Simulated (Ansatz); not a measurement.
Before relaxation, upper atoms moved at random (sigma 0.25 A) (NbN, Fm-3m (No. 225), (1 0 0) face):

```xyz
16
Lattice="6.1950 0.0000 0.0000 0.0000 3.0975 0.0000 0.0000 0.0000 21.5707" Properties=species:S:1:pos:R:3 pbc="T T T"
Nb    3.0975    0.0000    7.5000
Nb    0.0000    0.0000    7.5000
N     1.5487    1.5487    7.5000
N     4.6462    1.5487    7.5000
Nb    4.6462    1.5487    9.6902
Nb    1.5487    1.5487    9.6902
N     3.0975    0.0000    9.6902
N     0.0000    0.0000    9.6902
Nb   -0.0533    0.0366   11.8934
Nb    3.0546   -0.0338   11.9562
N     4.5952    1.5677   11.8886
N     1.5854    1.5882   11.9319
Nb    1.3116    1.5670   13.7623
Nb    4.7141    1.7885   13.4842
N     0.0078    0.0819   14.0331
N     2.4733   -0.2004   14.3962
```

These are results of DFT PBEsol, scalar-relativistic, plane waves, PAW in Ansatz 0.2.0, not measurements. Plane waves to 420 eV, a k mesh through Γ of 6×11×1 on the computed 16-atom cell and Gaussian smearing (0.10 eV); no spin polarisation. A dipole correction removes the field between periodic images along c.

Atoms 1, 2, 3, 4, 5, 6, 7, 8 (counted from 1) are held. The cell is fixed. Force threshold 0.02 eV/Å.

Task: Where does it end?

Result: The energy falls by 5.875 eV in 6 steps, to:

```xyz
16
Lattice="6.1950 0.0000 0.0000 0.0000 3.0975 0.0000 0.0000 0.0000 21.5707" Properties=species:S:1:pos:R:3 pbc="T T T"
Nb    3.0975    0.0000    7.5000
Nb    0.0000    0.0000    7.5000
N     1.5487    1.5487    7.5000
N     4.6462    1.5487    7.5000
Nb    4.6462    1.5487    9.6902
Nb    1.5487    1.5487    9.6902
N     3.0975    0.0000    9.6902
N     0.0000    0.0000    9.6902
Nb   -0.0064    0.0007   11.9601
Nb    3.0911    0.0007   11.9610
N     4.6396    1.5494   11.9010
N     1.5426    1.5495   11.9010
Nb    1.5444    1.5496   13.9552
Nb    4.6377    1.5495   13.9552
N    -0.0069    0.0008   14.2564
N     3.0906    0.0008   14.2612
```

Cost: 1 run of about 8.7 core-minutes, on Intel Xeon 6975P-C (Granite Rapids) (shared hosts).